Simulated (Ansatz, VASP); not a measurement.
**Two plane-wave programs on BAs**

The input INCAR:

```
  ALGO = Normal
  EDIFF = 1E-8
  ENCUT = 520
  GGA = PE
  ISIF = 2
  ISMEAR = -1
  LASPH = T
  LCHARG = F
  LEFG = T
  LREAL = F
  LWAVE = F
  NBANDS = 11
  NELM = 80
  PREC = Accurate
  SIGMA = 0.05
```

File KPOINTS:

```
k-points
0
Gamma
  14 14 14
```

File POSCAR:

```
BAs
1.0
    0.0000000000      2.2756699033      2.2756699033
    2.2756699033      0.0000000000      2.2756699033
    2.2756699033      2.2756699033      0.0000000000
B As
1 1
Direct
    0.0000000000      0.0000000000      0.0000000000
    0.5000000000      0.5000000000      0.5000000000
```

Input for Ansatz:

```yaml
crystal:
  lattice:
    - [0.0, 2.2756699033, 2.2756699033]
    - [2.2756699033, 0.0, 2.2756699033]
    - [2.2756699033, 2.2756699033, 0.0]
  atoms:
    - { symbol: B, position: [0.0, 0.0, 0.0] }
    - { symbol: As, position: [0.5, 0.5, 0.5] }
kpoints:
  mp_grid: { grid: [14, 14, 14] }
scf:
  occupations: { method: fermi_dirac, width: 0.05 }
hamiltonian:
  xc: pbe
  pseudopotentials: { kind: paw }
output:
  forces: true
  stress: true
  eigenvalues: true
  efg: { contact_densities: true }
```

Change from the starting cell: volume scaled by 0.96, PAW files.

Alike in both runs: task electric field gradients; functional PBE; k mesh 14 × 14 × 14; occupations fermi-dirac, width 0.05 eV; no spin polarisation.

```csv
,VASP,Ansatz
version,VASP 6.6.1,Ansatz 0.2.0
potentials or method,"VASP PAW PBE potentials, release 64 (B, As)","PAW with Ansatz's default frozen-core files, scalar-relativistic"
plane-wave cutoff (eV),520,420
valence electrons in the cell,8,18
```

VASP gave:

```
pressure (GPa)                                                 : 6.2
Vzz of the field gradient on the site that differs most (V/Å²) : 0.0
```

Task: What did Ansatz give for the same quantities?

Result: Pressure (GPa): 5.7; Vzz of the field gradient on the site that differs most (V/Å²): 0.0.

With one functional, cell and mesh, what is left measures potentials, basis and numerics. The two sets of potentials don't hold the same shells in valence.
